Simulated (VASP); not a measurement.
# C (Fm-3m) in VASP: further runs

The runs below take C through single point, with BLYP.

Everything below comes from runs of VASP 6.6.1. Logs are shortened: lines on timing, memory, paths and dates and some standing lists are left out, and cuts for length are marked.

**1. The structure**

Symmetry: Fm-3m, No. 225, cubic system. Conventional cell: a = 3.204 Å, b = 3.204 Å, c = 3.204 Å, α = 90.00°, β = 90.00°, γ = 90.00°. Around C (site symmetry m-3m) lie 12 C at 2.27 Å.

This isn't the form of C at room conditions, which is graphite.

**2. Single point, BLYP**

File INCAR:

```
SYSTEM = C
PREC = Accurate ; ENCUT = 520
EDIFF = 1E-6 ; ISMEAR = -1
SIGMA = 0.1 ; LREAL = .FALSE.
LASPH = .TRUE. ; NELM = 80
ALGO = Normal ; ISIF = 2
LWAVE = .FALSE. ; LCHARG = .FALSE.
GGA = B5 ; ALDAX = 1.0
AGGAX = 1.0 ; AGGAC = 1.0
ALDAC = 0.0 ; NBANDS = 8
```

File KPOINTS:

```
regular mesh
0
G
  19 19 19
  0 0 0
```

File POSCAR:

```
C
1.0
    0.0000000000      1.6019877023      1.6019877023
    1.6019877023      0.0000000000      1.6019877023
    1.6019877023      1.6019877023      0.0000000000
C
1
Direct
    0.0000000000      0.0000000000      0.0000000000
```

Potentials or basis: VASP PAW PBE potentials, release 64 (C).

Started as:

```bash
$ cat potpaw_PBE.64/C/POTCAR > POTCAR
$ mpirun -np 1 vasp_std > vasp.out
```

OUTCAR:

```text
SYSTEM = C
   PREC = Accurate
   ENCUT = 520
   EDIFF = 1E-6
   ISMEAR = -1
   LREAL = .FALSE.
   LASPH = .TRUE.
   NELM = 80
   ISIF = 2
   GGA = B5

 ion  position               nearest neighbor table
   1  0.000  0.000  0.000-

  LATTYP: Found a face centered cubic cell.
 ALAT       =     3.2039754046

  Lattice vectors:

 A1 = (   0.0000000000,   1.6019877023,   1.6019877023)
 A2 = (   1.6019877023,   0.0000000000,   1.6019877023)
 A3 = (   1.6019877023,   1.6019877023,   0.0000000000)

Analysis of symmetry for initial positions (statically):
=====================================================================
 Subroutine PRICEL returns:
 Original cell was already a primitive cell.

 Routine SETGRP: Setting up the symmetry group for a
 face centered cubic supercell.

 Subroutine GETGRP returns: Found 48 space group operations
 (whereof 48 operations were pure point group operations)
 out of a pool of 48 trial point group operations.

The static configuration has the point symmetry O_h .

Analysis of symmetry for dynamics (positions and initial velocities):
=====================================================================
 Subroutine PRICEL returns:
 Original cell was already a primitive cell.

 Routine SETGRP: Setting up the symmetry group for a
 face centered cubic supercell.

 Subroutine GETGRP returns: Found 48 space group operations
 (whereof 48 operations were pure point group operations)
 out of a pool of 48 trial point group operations.

The dynamic configuration has the point symmetry O_h .

 Subroutine INISYM returns: Found 48 space group operations
 (whereof 48 operations are pure point group operations),
 and found     1 'primitive' translations

----------------------------------------------------------------------------------------

                                     Primitive cell

  volume of cell :       8.2226

  direct lattice vectors                    reciprocal lattice vectors
     0.000000000  1.601987702  1.601987702    -0.312112259  0.312112259  0.312112259
     1.601987702  0.000000000  1.601987702     0.312112259 -0.312112259  0.312112259
     1.601987702  1.601987702  0.000000000     0.312112259  0.312112259 -0.312112259

  length of vectors
     2.265552735  2.265552735  2.265552735     0.540594290  0.540594290  0.540594290

  position of ions in fractional coordinates (direct lattice)
     0.000000000  0.000000000  0.000000000
[... 72 lines left out ...]
   LSORBIT =      F    spin-orbit coupling
   LASPH  =      T    aspherical Exc in radial PAW
   ENCUT  =  520.0 eV  38.22 Ry    6.18 a.u.   4.21  4.21  4.21*2*pi/ulx,y,z
   NELM   =     80;   NELMIN=  2; NELMDL= -5     # of ELM steps
   EDIFF  = 0.1E-05   stopping-criterion for ELM
   LREAL  =      F    real-space projection
   EDIFFG = 0.1E-04   stopping-criterion for IOM
   NSW    =      0    number of steps for IOM
   IBRION =     -1    ionic relax: 0-MD 1-quasi-New 2-CG
   NFREE  =      0    steps in history (QN), initial steepest desc. (CG)
   ISIF   =      2    stress and relaxation
   ISYM   =      2    0-nonsym 1-usesym 2-fastsym
   POTIM  = 0.5000    time-step for ionic-motion
   TEBEG  =    0.0;   TEEND  =   0.0 temperature during run
   PSTRESS=    0.0 pullay stress
   NELECT =       4.0000    total number of electrons
   NUPDOWN=      -1.0000    fix difference up-down
   EMIN   =  10.00;   EMAX   =-10.00  energy-range for DOS
   EFERMI =   0.00;   METHOD = LEGACY
   ISMEAR =    -1;   SIGMA  =   0.10  broadening in eV -4-tet -1-fermi 0-gaus
   EFERMI_NEDOS =   21; number of points for ismear=-14 and -15
   IALGO  =     38    algorithm
   IMIX   =      4    mixing-type and parameters
     AMIX     =   0.40;   BMIX     =  1.00
     AMIX_MAG =   1.60;   BMIX_MAG =  1.00
  volume/ion in A,a.u.               =       8.22        55.49
  Fermi-wavevector in a.u.,A,eV,Ry     =   1.287535  2.433088 22.555003  1.657746
  Thomas-Fermi vector in A             =   2.419543
   LORBIT       =      0    0 simple, 1 ext, 2 COOP (PROOUT), +10 PAW based schemes
   GGA     = B5    functional components
   LHFCALC =     F    Hartree Fock is set to
   AEXX    =    0.0000 exact exchange contribution
   IVDW    =     0    specifies the selected vdW correction
   LEPSILON=     F    determine dielectric tensor
   LRPA    =     F    only Hartree local field effects (RPA)
 non-spin polarized calculation
  energy-cutoff  :      520.00
  volume of cell :        8.22
 maximum number of plane-waves:       229
 NGX is ok and might be reduce to    18
   NGX =  9   NGY =  9   NGZ =  9

 number of electron       4.0000000 magnetization

 Free energy of the ion-electron system (eV)
  ---------------------------------------------------
  ext. energy  EPLUGINS =         0.00000000
  ---------------------------------------------------
  free energy    TOTEN  =        -3.91523311 eV

  energy without entropy =       -3.90359544  energy(sigma->0) =       -3.90941427

 E-fermi :   6.4267     XC(G=0): -11.4000

 val. band max:        6.3926827804   @ k =  -0.4211   0.2632   0.0000
 cond. band min:       6.5068894590   @ k =  -0.4737   0.3684   0.0526
 fundamental gap:      0.1142066787
 Fermi energy:         6.4267442305

 k-point     1 :       0.0000    0.0000    0.0000
  band No.  band energies     occupation
      1     -10.6333      2.00000
      2      13.2721      0.00000
      3      13.2721      0.00000
      4      13.2721      0.00000
      5      34.5024      0.00000
      6      35.2126      0.00000
      7      35.2126      0.00000
      8      35.2126      0.00000
[... 243 lines left out ...]
 k-point    24 :      -0.2632    0.0526    0.0000
  band No.  band energies     occupation
      1      -7.7069      2.00000
      2       6.6108      0.27407
      3      11.7792      0.00000
      4      12.5552      0.00000
      5      29.9047      0.00000
      6      33.2134      0.00000
      7      35.0088      0.00000
      8      35.7224      0.00000

 [... further k-points ...]
[... 5 lines left out ...]
  --------------------------------------------------------------------------------------
  -------------------------------------------------------------------------------------
  Total       -0.0078665     -0.0078665     -0.0078665      0.0000000      0.0000000     -0.0000000
  in kB       -1.5328066     -1.5328066     -1.5328066      0.0000000      0.0000000     -0.0000000
  external PRESSURE =      -1.5328066 kB  Pullay stress =       0.0000000 kB

 VOLUME and BASIS-vectors are now :
 -----------------------------------------------------------------------------
  energy-cutoff  :      520.00
  volume of cell :        8.22
      direct lattice vectors                 reciprocal lattice vectors
     0.000000000  1.601987702  1.601987702    -0.312112259  0.312112259  0.312112259
     1.601987702  0.000000000  1.601987702     0.312112259 -0.312112259  0.312112259
     1.601987702  1.601987702  0.000000000     0.312112259  0.312112259 -0.312112259

 POSITION                                       TOTAL-FORCE (eV/Angst)
 -----------------------------------------------------------------------------------
      0.00000      0.00000      0.00000         0.000000      0.000000      0.000000
 -----------------------------------------------------------------------------------
    total drift:                                0.000000     -0.000000     -0.000000

  FREE ENERGIE OF THE ION-ELECTRON SYSTEM (eV)
  ---------------------------------------------------
  free  energy   TOTEN  =        -3.9152331082 eV

  energy  without entropy=       -3.9035954369  energy(sigma->0) =       -3.90941427
```

OSZICAR:

```text
N       E                     dE             d eps       ncg     rms          rms(c)
DAV:   1    -0.213387447812E+01   -0.21339E+01   -0.23474E+03  3872   0.481E+02
DAV:   2    -0.390364533739E+01   -0.17698E+01   -0.16882E+01  4760   0.287E+01
DAV:   3    -0.391143182638E+01   -0.77865E-02   -0.77485E-02  3880   0.204E+00
DAV:   4    -0.391143568230E+01   -0.38559E-05   -0.38562E-05  5024   0.448E-02
DAV:   5    -0.391143568317E+01   -0.87209E-09   -0.51192E-09  3952   0.320E-04    0.468E-01
DAV:   6    -0.391353689398E+01   -0.21012E-02   -0.48222E-04  3824   0.163E-01    0.287E-01
DAV:   7    -0.391523511462E+01   -0.16982E-02   -0.14588E-03  3688   0.286E-01    0.254E-02
DAV:   8    -0.391523568190E+01   -0.56728E-06   -0.19148E-05  4288   0.330E-02    0.801E-03
DAV:   9    -0.391523379747E+01    0.18844E-05   -0.35224E-07  3672   0.530E-03    0.232E-03
DAV:  10    -0.391523310824E+01    0.68924E-06   -0.44641E-08  2056   0.156E-03
   1 F= -.39152331E+01 E0= -.39094143E+01  d E =-.116377E-01
```

Run time: 5.9 s. Hardware: 1 thread of Intel Xeon 6975P-C (Granite Rapids), shared host; peak memory 0.11 GiB.

Results:

```yaml
Free_energy: -3.9152 eV
Pressure: -0.2 GPa
Band_gap_on_the_k_mesh: none (metal or under the smearing width)
```

Caveat: the PAW data sets were made with another functional, which shifts forces and pressure a little.

**3. Single point, BLYP**

This run uses another cell than the first one, of 7.89 Å³/atom, 0.960 times its volume.

File INCAR:

```
PREC = Accurate
ENCUT = 520
EDIFF = 1E-6
ISMEAR = -1
SIGMA = 0.1
LREAL = False
LASPH = True
NELM = 100
ALGO = Normal
ISIF = 2
LWAVE = False
LCHARG = False
GGA = B5
ALDAX = 1.0
AGGAX = 1.0
AGGAC = 1.0
ALDAC = 0.0
NBANDS = 8
```

File KPOINTS:

```
regular mesh
0
Gamma
  19 19 19
```

File POSCAR:

```
C
1.0
    0.0000000000      1.5803365657      1.5803365657
    1.5803365657      0.0000000000      1.5803365657
    1.5803365657      1.5803365657      0.0000000000
C
1
Direct
    0.0000000000      0.0000000000      0.0000000000
```

Potentials or basis: VASP PAW PBE potentials, release 64 (C).

Started as:

```bash
$ cat potpaw_PBE.64/C/POTCAR > POTCAR
$ mpirun -np 1 vasp_std > vasp.out
```

Run time: 5.9 s. Hardware: 1 thread of Intel Xeon 6975P-C (Granite Rapids), shared host; peak memory 0.11 GiB.

The run converged. Its results:

* Free energy: -3.9102 eV
* Pressure: 5.1 GPa
* Band gap on the k mesh: none (metal or under the smearing width)

Levels at points of the mesh, in eV from the Fermi level:
| k point | band 1 | band 2 | band 3 | band 4 | band 5 | band 6 |
| --- | --- | --- | --- | --- | --- | --- |
| (0.00, 0.00, 0.00) | -17.55 | 7.13 | 7.13 | 7.13 | 29.19 | 29.29 |

Caveat: the PAW data sets were made with another functional, which shifts forces and pressure a little.
